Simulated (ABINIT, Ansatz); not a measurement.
# A GW chain in ABINIT: GaN (P6_3mc), part 3 of 3

Wanted: ground state, empty states, screening and self-energy for GaN (P6_3mc).

ABINIT 10.8.3; PBE and many-body steps on it, plane waves. Known limits of the many-body steps: not at the basis limit; no spin-orbit coupling.

So far. Step 3 (Bands along the symmetry lines): The gap is 1.995 eV, as in the run before at this level. Step 4 (Empty states on the mesh, 6×6×4 mesh, 72 bands): On this mesh the gap is 1.995 eV.

The database entry behind the starting cell differs from later determinations by our own check (about 0.3 % short, ideal inner coordinate), so it need not match the best structure at ambient conditions.

### Step 5. Screening, 6×6×4 mesh, 66 bands, screening to 119.7 eV

The RPA dielectric matrix is built and inverted for each q.

This step: RPA screening on PBE, plane waves, norm-conserving pseudopotentials.

File run.abi:

```
acell 3*1.0 Angstrom
rprim 
  3.179999999980 0.000000000005 0.000000000000
  -1.589999999994 2.753960784015 0.000000000000
  0.000000000000 0.000000000000 5.166000000000
ntypat 2
znucl 31 7
natom 4
typat 1 1 2 2
xred 
  0.333333333333 0.666666666667 0.000000000000
  0.666666666667 0.333333333333 0.500000000000
  0.333333333333 0.666666666667 0.375000000000
  0.666666666667 0.333333333333 0.875000000000
pp_dirpath "pseudos"
pseudos "Ga.upf, N.upf"
ecut 45
ngkpt 6 6 4
nshiftk 1
shiftk 0 0 0
kptopt 1
chksymbreak 0
istwfk *1
occopt 1
irdwfk 1
optdriver 3
nband 66
ecuteps 4.4
inclvkb 2
awtr 1
symchi 1
indata_prefix "in"
outdata_prefix "out"
tmpdata_prefix "tmp"
```

Command:

```bash
$ OMP_NUM_THREADS=1 mpirun -n 8 abinit run.abi > log
```

Numbers of over 12 decimals in the logs are rounded to 6 here.

The program printed:

```text
.Version 10.8.3 of ABINIT. v10.8.2 released Aug 2026.

 Symmetries : space group P6_3 m c (#186); Bravais hP (primitive hexag.)
[... echo of the input left out ...]
== DATASET  1 ==================================================================
-   mpi_nproc: 8, omp_nthreads: 1 (-1 if OMP is not activated)

--- !DatasetInfo
iteration_state: {dtset: 1, }
dimensions: {natom: 4, nkpt: 21, mband: 66, nsppol: 1, nspinor: 1, nspden: 1, mpw: 4428, }
cutoff_energies: {ecut:  45.0, pawecutdg:  -1.0, }
electrons: {nelect:   5.20000000E+01, charge:   0.00000000E+00, occopt:   1.00000000E+00, tsmear:   1.00000000E-02, }

 SCREENING: Calculation of the susceptibility and dielectric matrices

 Based on a program developped by R.W. Godby, V. Olevano, G. Onida, and L. Reining.
 Incorporated in ABINIT by V. Olevano, G.-M. Rignanese, and M. Torrent.
.Using double precision arithmetic ; gwpc =  8

[... cell and pseudopotentials left out ...]
--------------------------------------------------------------------------------

 ==== K-mesh for the wavefunctions ====
 Number of points in the irreducible wedge :    21
[... list of points left out ...]
 Together with 12 symmetry operations and time-reversal symmetry
 yields   144 points in the full Brillouin Zone.

 ==== Q-mesh for the screening function ====
 Number of points in the irreducible wedge :    21
[... list of points left out ...]
 Together with 12 symmetry operations and time-reversal symmetry
 yields   144 points in the full Brillouin Zone.

 setmesh: FFT mesh size selected  =    24x   24x   40
          total number of points  =        23040

 vcoul_init : cutoff-mode = AUXILIARY_FUNCTION
 q-points for optical limit:   1
     1)      0.000010    0.000020    0.000030

- screening: taking advantage of time-reversal symmetry
- Maximum band index for partially occupied states nbvw = 26
- Remaining bands to be divided among processors   nbcw = 40
- Number of bands treated by each node ~5

 Number of electrons calculated from density =   52.0000; Expected =   52.0000
 average of density, n =  0.170321
 r_s =    1.1191
 omega_plasma =   39.8097 [eV]

 calculating chi0 at frequencies [eV] :
  1    0.000000E+00    0.000000E+00
  2    0.000000E+00    3.980974E+01

--------------------------------------------------------------------------------
  q-point number  1        q = ( 0.000000, 0.000000, 0.000000) [r.l.u.]
--------------------------------------------------------------------------------
[... chi0 elements left out ...]
 For q-point:  0.000010 0.000020 0.000030
  dielectric constant =   5.7575
  dielectric constant without local fields =   6.1555

  Average fulfillment of the sum rule on Im[epsilon] for q-point    1 :     25.58  [%]
[... wings left out ...]
  q-point number  2        q = ( 0.166667, 0.000000, 0.000000) [r.l.u.]
--------------------------------------------------------------------------------
[... chi0 elements left out ...]
  Average fulfillment of the sum rule on Im[epsilon] for q-point    2 :     33.56  [%]

 [... 19 further q-points ...]
```

It took 98 s on 8 MPI ranks of Intel Xeon Platinum 8488C (Sapphire Rapids), shared host; peak memory 3 GiB; 13 min of CPU time.

This step gave:

| Property | Result |
| --- | --- |
| ε∞ with local fields, on this mesh, along the program's q direction | 5.758 |
| the same without local fields | 6.155 |
| plasma frequency | 39.81 eV |
| plane waves in the screening matrix | 135 |

Local fields lower ε∞ by 6 %.

### Step 6. Self-energy, 6×6×4 mesh, 66 bands, screening to 119.7 eV

The self-energy is evaluated for the states that the input lists, and the levels follow from it, in one-shot runs by the linearised quasiparticle equation.

This step: G0W0 on PBE, plane waves, norm-conserving pseudopotentials.

run.abi, as its differences from that of step 5:

```diff
@@ -25,8 +25,15 @@
 irdwfk 1
-optdriver 3
+optdriver 4
 nband 66
+gwcalctyp 0
+ecutsigx 45
+symsigma 1
+nkptgw 1
+kptgw 
+  0.0000000000 0.0000000000 0.0000000000
+bdgw 
+  25 28
 ecuteps 4.4
-inclvkb 2
-awtr 1
-symchi 1
+irdscr 1
+ppmodel 1
 indata_prefix "in"
```

The program printed:

```text
.Version 10.8.3 of ABINIT. v10.8.2 released Aug 2026.

 Symmetries : space group P6_3 m c (#186); Bravais hP (primitive hexag.)
[... echo of the input left out ...]
== DATASET  1 ==================================================================
-   mpi_nproc: 8, omp_nthreads: 1 (-1 if OMP is not activated)

--- !DatasetInfo
iteration_state: {dtset: 1, }
dimensions: {natom: 4, nkpt: 21, mband: 66, nsppol: 1, nspinor: 1, nspden: 1, mpw: 4428, }
cutoff_energies: {ecut:  45.0, pawecutdg:  -1.0, }
electrons: {nelect:   5.20000000E+01, charge:   0.00000000E+00, occopt:   1.00000000E+00, tsmear:   1.00000000E-02, }

 SIGMA: Calculation of the GW corrections

 Based on a program developped by R.W. Godby, V. Olevano, G. Onida, and L. Reining.
 Incorporated in ABINIT by V. Olevano, G.-M. Rignanese, and M. Torrent.
.Using double precision arithmetic ; gwpc =  8

[... cell and pseudopotentials left out ...]
--------------------------------------------------------------------------------

 ==== K-mesh for the wavefunctions ====
 Number of points in the irreducible wedge :    21
[... list of points left out ...]
 Together with 12 symmetry operations and time-reversal symmetry
 yields   144 points in the full Brillouin Zone.

 ==== Q-mesh for screening function ====
 Number of points in the irreducible wedge :    21
[... list of points left out ...]
 Together with 12 symmetry operations and time-reversal symmetry
 yields   144 points in the full Brillouin Zone.

 vcoul_init : cutoff-mode = AUXILIARY_FUNCTION
 q-points for optical limit:   1
     1)      0.000010    0.000020    0.000030
 setmesh: FFT mesh size selected  =    32x   32x   60
          total number of points  =        61440

 Number of electrons calculated from density =   52.0000; Expected =   52.0000
 average of density, n =  0.170321
 r_s =    1.1191
 omega_plasma =   39.8097 [eV]

 === KS Band Gaps ===
  >>>> For spin  1
   Minimum direct gap =   1.9947 [eV], located at k-point      :   0.0000  0.0000  0.0000
   Fundamental gap    =   1.9947 [eV], Top of valence bands at :   0.0000  0.0000  0.0000
                                       Bottom of conduction at :   0.0000  0.0000  0.0000
 SIGMA fundamental parameters:
 PLASMON POLE MODEL  1
 number of plane-waves for SigmaX                 4367
 number of plane-waves for SigmaC and W            135
 number of plane-waves for wavefunctions          4367
 number of bands                                    66
 number of independent spin polarizations            1
 number of spinorial components                      1
 number of k-points in IBZ                          21
 number of q-points in IBZ                          21
 number of symmetry operations                      12
 number of k-points in BZ                          144
 number of q-points in BZ                          144
 number of frequencies for dSigma/dE                 9
 frequency step for dSigma/dE [eV]                0.25
 number of omega for Sigma on real axis              0
 max omega for Sigma on real axis  [eV]           0.00
 zcut for avoiding poles [eV]                     0.10

 EPSILON^-1 parameters (SCR file):
 dimension of the eps^-1 matrix on file            135
 dimension of the eps^-1 matrix used               135
 number of plane-waves for wavefunctions          4367
 number of bands                                    66
 number of q-points in IBZ                          21
 number of frequencies                               2
 number of real frequencies                          1
 number of imag frequencies                          1

 matrix elements of self-energy operator (all in [eV])

 Perturbative Calculation

--- !SelfEnergy_ee
iteration_state: {dtset: 1, }
kpoint     : [   0.000,    0.000,    0.000, ]
spin       : 1
KS_gap     :    1.995
QP_gap     :    2.847
Delta_QP_KS:    0.852
data: !SigmaeeData |
     Band     E0 <VxcDFT>   SigX SigC(E0)      Z dSigC/dE  Sig(E)    E-E0       E
       25   7.035 -19.131 -22.605   3.505   0.799  -0.251 -19.106   0.025   7.059
       26   7.035 -19.131 -22.605   3.505   0.799  -0.251 -19.106   0.025   7.059
       27   9.029 -14.219 -10.131  -3.025   0.825  -0.212 -13.342   0.877   9.906
       28  11.364 -14.010  -9.023  -3.684   0.834  -0.199 -12.923   1.087  12.451

== END DATASET(S) ==============================================================
================================================================================

 -outvars: echo values of variables after computation  --------
           etotal      0.0000000000E+00
            nband          66
             nkpt          21
          spgroup         186
 [... the other variables as echoed above ...]

 Calculation completed.
```

The job ended after 4.5 s (8 MPI ranks; peak memory 1.7 GiB; 34 s of CPU time).

This step gave:

| Item | Value |
| --- | --- |
| G0W0 gap on the points computed | 2.847 eV |
| starting gap on the mesh | 1.995 eV |
| k of the valence top | 0, 0, 0 |
| k of the conduction bottom | 0, 0, 0 |
| Z at the valence top | 0.799 |
| Z at the conduction bottom | 0.825 |
| least direct G0W0 gap on the computed points | 2.847 eV |

The gap on the mesh goes from 1.99 eV to 2.85 eV, a correction of +0.85 eV.

Limits: finite bands, cutoff and mesh; no spin-orbit coupling. v1 is the top filled band, c1 the lowest empty one. Levels before and after the correction, in eV, zero at the valence-band top of each column:

|  | conduction bottom | valence top |
| --- | --- | --- |
| Kohn-Sham | 1.99 | 0.00 |
| G0W0 | 2.85 | 0.00 |

|  | level | energy (eV) |
| --- | --- | --- |
| Kohn-Sham | Γ v2-v1 | 0.000 |
| Kohn-Sham | Γ c1 | 1.995 |
| Kohn-Sham | Γ c2 | 4.329 |
| G0W0 | Γ v2-v1 | 0.000 |
| G0W0 | Γ c1 | 2.847 |
| G0W0 | Γ c2 | 5.392 |

### Step 7. Where the time went

Times are wall times on 8 MPI ranks of Intel Xeon Platinum 8488C (Sapphire Rapids), shared host, good to a factor of about two.

| step | time | share | memory (GiB) |
| --- | --- | --- | --- |
| ground state | 22 s | 12 % | 0.72 |
| bands along the symmetry lines | 31 s | 17 % | 0.73 |
| empty states on the mesh | 24 s | 13 % | 0.69 |
| screening | 98 s | 55 % | 3 |
| self-energy | 4.5 s | 3 % | 1.7 |

### Step 8. Outcome

| Property | Result |
| --- | --- |
| PBE gap | 1.99 eV, direct |
| G0W0 gap on the mesh | 2.85 eV |
| GW settings | 6×6×4 mesh, 66 bands, screening to 119.7 eV, Godby-Needs plasmon pole |
| known limits | not at the basis limit; no spin-orbit coupling |

G0W0 moves the gap on the mesh from 1.99 eV to 2.85 eV (+0.85 eV), with Z of 0.80 and 0.82 at the edges. Local fields lower the RPA ε∞ on this mesh from 6.16 to 5.76. Only 1 of the mesh's irreducible points was corrected, so a valley elsewhere could overtake. The dearest step here is «screening». Bands and cutoff are finite, so the gap is not at the basis limit. The miss can reach some tenths of an eV and take either sign; the mesh is an error of its own. In the G0W0 run levels were corrected at 1 k point alone, so a gap called «on the mesh» is the least over those, and an edge elsewhere would be missed. The many-body steps are scalar-relativistic: spin-orbit coupling is not in them.

[Paths, hosts, dates, memory and timing lines, banners, echoed tables and standing remarks are left out of the program output.]

[Logs are printed without paths, hosts, clocks, repeated set-up lines and the standing remarks that a program may print on its own settings, such as how far it seeks lower states.]

[Runs of the session that timed out or met a known fault of the program may be left out.]

[Hosts, paths, dates, database ids (printed as entryN), source tags and the programs' standing remarks are cut or masked in the printed files.]

[G0W0 gaps are taken among the corrected bands and points alone; a level outside them can change the order at an edge.]

[Where Ansatz stands beside ABINIT at settings called matched, ABINIT's density can come from a denser mesh and the files from another edition; pairs whose starting gaps differed by over 0.03 eV were left out, so agreement reads better than it is.]
